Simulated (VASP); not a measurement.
# C: relaxation of cell and atoms with PBEsol

Crystal: C.

```
CELL_PARAMETERS angstrom
0.00000 1.78340 1.78340
1.78340 0.00000 1.78340
1.78340 1.78340 0.00000
ATOMIC_POSITIONS crystal
C 0.50000 0.50000 0.50000
C 0.75000 0.75000 0.75000
```

This isn't the form of C at room conditions, which is graphite.

```yaml
Program: VASP 6.6.1
Task: relaxation of cell and atoms
Functional: PBEsol
Potentials_or_basis: VASP PAW PBE potentials, release 64 (C_s)
Cutoff: 480 eV
k_mesh: 12 × 12 × 12
Occupations: gaussian, width 0.02 eV
Spin: no spin polarisation
Further_INCAR_settings: ALGO = Normal; EDIFF = 1e-07; IBRION = 2; EDIFFG = -0.005; NSW = 90; ISIF = 3
```

```yaml
Relaxed_volume: 5.63 Å³/atom
Relaxed_cell: a = 2.516 Å, b = 2.516 Å, c = 2.516 Å, α = 60.00°, β = 60.00°, γ = 60.00°
Space_group_after_relaxing_to_0.05_Å: Fd-3m (No. 227)
Energy_gained_by_relaxing: 0.4 meV/atom
Ionic_steps: 3
Pressure_after_relaxing: 0.0 GPa
Band_gap_on_the_k_mesh: 4.06 eV, indirect (least direct gap 5.55 eV)
```

Step by step:
| step | energy change (eV) | largest force (eV/Å) | pressure (GPa) | volume (Å³) |
| --- | --- | --- | --- | --- |
| 1 | 0.0000 | 0.0000 | -3.01 | 11.34 |
| 2 | 0.0005 | 0.0000 | 4.00 | 11.17 |
| 3 | -0.0007 | 0.0000 | -0.01 | 11.27 |

Final structure:
```xyz
2
Lattice="0.0000 1.7794 1.7794 1.7794 0.0000 1.7794 1.7794 1.7794 0.0000" Properties=species:S:1:pos:R:3 pbc="T T T"
C     1.7794    1.7794    1.7794
C     2.6691    2.6691    2.6691
```

Levels at points of the mesh, in eV from the valence-band top:
```csv
k point,band 2,band 3,band 4,band 5,band 6,band 7
"(0.00, 0.00, 0.00)",0.00,0.00,0.00,5.55,5.55,5.55
"(0.50, 0.00, 0.00)",-13.56,-2.84,-2.84,8.42,8.42,8.95
"(0.50, 0.50, 0.00)",-12.83,-6.39,-6.39,4.64,4.64,16.85
```

Run time: 6 s on 1 thread of Intel(R) Xeon(R) Platinum 8559C (Emerald Rapids) (shared host), peak memory 0.11 GiB.

Caveat: the PAW data sets were made with another functional, which shifts forces and pressure a little. A k mesh can miss the band edges.
